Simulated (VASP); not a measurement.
# Settings for Zn: band structure

Zn, P6_3/mmc (no. 194), 2 atoms in the cell. PBEsol; PAW potentials Zn (PBE set). VASP 6.6.1.

Wanted: band energies at the path's corners within 0.1 eV.

What the run is for: bands; Accuracy asked: screening; Route: KPOINTS_OPT.

Band energies at the path's corners: counted from the Fermi level of the mesh, whose own shifts they hold.

POSCAR:
```
Zn
1.0
    2.6700000000      0.0000000000      0.0000000000
   -1.3350000000      2.3122878281      0.0000000000
    0.0000000000      0.0000000000      4.9660000000
Zn
2
Direct
    0.6666666667      0.3333333333      0.7500000000
    0.3333333333      0.6666666667      0.2500000000
```

The series start from Plane-wave cutoff (eV): 320; Smearing width (eV): 0.07; k-point mesh: 13 × 13 × 6; Electronic threshold (eV): 1e-6; Precision mode (PREC): Accurate; Bands in all (NBANDS): 27; Aspherical gradient terms in the spheres (LASPH): yes. Each series keeps the choices made before it, and each single choice may use up half of a tolerance.

## Plane-wave cutoff (eV)

| Plane-wave cutoff (eV) | Band energies at the path's corners, largest deviation (eV) | Time (s) |
|---|---|---|
| 220 | 0.29 | 11 |
| 280 | 0.01 | 16 |
| 320 | 0.03 | 18 |
| 360 | 0.01 | 23 |
| 440 | 0.00 | 29 |
| 550 (reference) | 0.00 | 37 |

Chosen: 280, the loosest value from which every tighter one stays within half of the tolerance.

## Smearing width (eV)

| Smearing width (eV) | Band energies at the path's corners, largest deviation (eV) | Time (s) |
|---|---|---|
| 0.3 | 0.01 | 16 |
| 0.2 | 0.01 | 16 |
| 0.15 | 0.01 | 16 |
| 0.1 | 0.01 | 16 |
| 0.07 | 0.01 | 16 |
| 0.04 (reference) | 0.00 | 16 |

Chosen: 0.3.

## k-point mesh

| k-point mesh | Band energies at the path's corners, largest deviation (eV) | Time (s) |
|---|---|---|
| 5 × 5 × 3 | 0.34 | 8.0 |
| 7 × 7 × 3 | 0.04 | 8.5 |
| 8 × 8 × 4 | 0.12 | 10 |
| 10 × 10 × 5 | 0.06 | 16 |
| 13 × 13 × 6 | 0.05 | 16 |
| 16 × 16 × 8 | 0.01 | 33 |
| 19 × 19 × 9 (reference) | 0.00 | 40 |

Chosen: 16 × 16 × 8.

## Electronic threshold (eV)

| Electronic threshold (eV) | Band energies at the path's corners, largest deviation (eV) | Time (s) |
|---|---|---|
| 0.001 | 0.00 | 23 |
| 0.0001 | 0.00 | 23 |
| 1e-5 | 0.00 | 21 |
| 1e-6 | 0.00 | 33 |
| 1e-7 (reference) | 0.00 | 25 |

Chosen: 0.001.

## Precision mode (PREC)

| Precision mode (PREC) | Band energies at the path's corners, largest deviation (eV) | Time (s) |
|---|---|---|
| SingleN | 0.01 | 11 |
| Normal | 0.00 | 11 |
| Accurate (reference) | 0.00 | 23 |

Chosen: SingleN.

## Bands in all (NBANDS)

| Bands in all (NBANDS) | Band energies at the path's corners, largest deviation (eV) | Time (s) |
|---|---|---|
| 17 | 0.00 | 7.0 |
| 18 | 0.00 | 7.4 |
| 19 | 0.00 | 8.3 |
| 21 | 0.00 | 9.0 |
| 27 | 0.00 | 11 |
| 37 (reference) | 0.00 | 16 |

Chosen: 17.

## Aspherical gradient terms in the spheres (LASPH)

| Aspherical gradient terms in the spheres (LASPH) | Band energies at the path's corners, largest deviation (eV) | Time (s) |
|---|---|---|
| no | 0.00 | 6.7 |
| yes (reference) | 0.00 | 7.0 |

Chosen: no.

## All choices together

| Input | Band energies at the path's corners, largest deviation (eV) | Time (s) |
|---|---|---|
| the program's defaults (naive) | 0.45 | 4.0 |
| chosen settings | 0.02 | 6.7 |
| reference settings throughout | 0.00 | 103 |

The tolerance is met.

## The input

INCAR:
```
ALGO = Normal ; EDIFF = 0.001
ENCUT = 280 ; GGA = PS
GGA_COMPAT = F ; ISMEAR = 0
LASPH = F ; LCHARG = F
LREAL = F ; LWAVE = F
NBANDS = 17 ; NELM = 120
PREC = SingleN ; SIGMA = 0.3
```

KPOINTS:
```
Automatic mesh
0
Gamma
  16 16 8
  0 0 0
```

KPOINTS_OPT:
```
path GMKGALHA,LM,KH
12
line-mode
reciprocal
 0.0000000000  0.0000000000  0.0000000000  G
 0.5000000000  0.0000000000  0.0000000000  M

 0.5000000000  0.0000000000  0.0000000000  M
 0.3333333333  0.3333333333  0.0000000000  K

 0.3333333333  0.3333333333  0.0000000000  K
 0.0000000000  0.0000000000  0.0000000000  G

 0.0000000000  0.0000000000  0.0000000000  G
 0.0000000000  0.0000000000  0.5000000000  A

 0.0000000000  0.0000000000  0.5000000000  A
 0.5000000000  0.0000000000  0.5000000000  L

 0.5000000000  0.0000000000  0.5000000000  L
 0.3333333333  0.3333333333  0.5000000000  H

 0.3333333333  0.3333333333  0.5000000000  H
 0.0000000000  0.0000000000  0.5000000000  A

 0.5000000000  0.0000000000  0.5000000000  L
 0.5000000000  0.0000000000  0.0000000000  M

 0.3333333333  0.3333333333  0.0000000000  K
 0.3333333333  0.3333333333  0.5000000000  H
```

Commands:
```
cat potpaw_PBE.64/Zn/POTCAR > POTCAR
mpirun -np 1 vasp_std > vasp.out
```

The chosen input took VASP 6.6.1 6.7 s on 1 core (AMD EPYC 9R45 (Zen 5)), a shared host.

## An input that fails: fixed density asked without a density file

VASP's message: ERROR: charge density could not be read from file CHGCAR for ICHARG>10.

Changes against the starting input:
```
- NELM = 120
+ NELM = 84
+ ICHARG = 11
```
